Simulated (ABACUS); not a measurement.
Crystal: ZnS.

```xyz
2
Lattice="0.0000 2.7020 2.7020 2.7020 0.0000 2.7020 2.7020 2.7020 0.0000" Properties=species:S:1:pos:R:3 pbc="T T T"
Zn    4.0530    4.0530    4.0530
S     0.0000    0.0000    0.0000
```

Base run:

| Item | Value |
| --- | --- |
| Program | ABACUS 3.10.1 |
| Functional | TPSS |
| Potentials or basis | SG15 ONCV 1.2 PBE |
| Cutoff | 1320 eV |
| Density cutoff | 5279 eV |
| Basis | plane waves |
| k mesh | 6 × 6 × 6 |
| Occupations | fermi-dirac, width 0.05 eV |
| Spin | no spin polarisation |

Its results: band gap on the k mesh 2.31 eV, direct; pressure 2.4 GPa.

Task: The run is repeated on the same cell with these changes: functional from TPSS to revTPSS. What comes out?

Result: Band gap on the k mesh 2.24 eV, direct; pressure 1.2 GPa.

Caveats: the potentials were made for another functional, which shifts forces and pressure.

